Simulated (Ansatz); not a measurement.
Zinc-blende ZnTe was calculated with BLYP (PAW; Ansatz, a program for electronic structure).

Run with plane-wave cutoff 520 eV, 10×10×10 k mesh, Fermi–Dirac smearing 0.01 eV, scalar-relativistic PAW data made under PBE.

The cell has the measured lattice: a = 6.089 Å, b = 6.089 Å, c = 6.089 Å, α = 90.00°, β = 90.00°, γ = 90.00°.

What does this level give for the band gap?


* **band gap**: 1.18 eV

Measured, for comparison: band gap 2.43 eV (zero-point renormalisation of 40 meV (experimental, the table's column) added back here, direct; inputs from Miglio et al. (2020), arXiv:2011.12765).

Note: cell and atoms aren't relaxed at this level (pressure 5.1 GPa).

Spin–orbit coupling is not included; with these elements it can move the gap by several tenths of an eV or more.
